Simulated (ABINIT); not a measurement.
Wanted: the native input for an ABINIT 10.8.3 (patched build) run.

| Property | Result |
| --- | --- |
| Task | single point |
| Functional | PBE |
| Potentials or basis | JTH PAW PBE v2.0 |
| Cutoff | 435 eV |
| k mesh | 7 × 7 × 7 |
| Occupations | fermi-dirac, width 0.05 eV |
| Spin | no spin polarisation |
| Fine-grid cutoff | 870.764 eV |

The structure of Nb lies in POSCAR:

```
Nb
1.0
    3.9852800000      0.0000000000      0.0000000000
    0.0000000000      3.9852800000      0.0000000000
    0.0000000000      0.0000000000      3.9852800000
Nb
3
Direct
    0.5000000000      0.0000000000      0.0000000000  Nb
    0.0000000000      0.5000000000      0.0000000000  Nb
    0.0000000000      0.0000000000      0.5000000000  Nb
```

The cell was built by a generator and needn't be a form met in nature.

These files were run (other wordings do the same):

run.abi

```
# Pseudopotentials
pp_dirpath "./"
pseudos "Nb.GGA_PBE-JTH.xml"

# Structure
structure "poscar:POSCAR"
natom 3

# Plane-wave basis
ecut 16.0
pawecutdg 32.0
pawxcdev 0

# k points
kptopt 1
ngkpt 7 7 7
nshiftk 1
shiftk 0.0 0.0 0.0

# Exchange and correlation
ixc 11

# Bands and occupations
nband 24
occopt 3
tsmear 0.05 eV

# SCF cycle
nstep 100
tolvrs 1.0e-9

# Output
iomode 3
prtwf 0
prtden 0
prteig 0
prtebands 0
enunit 2
```

Potentials or basis: JTH PAW PBE v2.0.

Command:

```bash
$ abinit run.abi > log 2>&1
```

Results of the run:

```
Pressure                                              : -0.3 GPa
Band gap on the k mesh                                : none (metal or under the smearing width)
Valence electrons inside the program's atomic spheres : Nb 10.25 (radii [1.1753] Å)
```

Run time: 19 s on 1 thread of Intel(R) Xeon(R) Platinum 8488C (Sapphire Rapids), with other jobs on the host, peak memory 0.12 GiB.
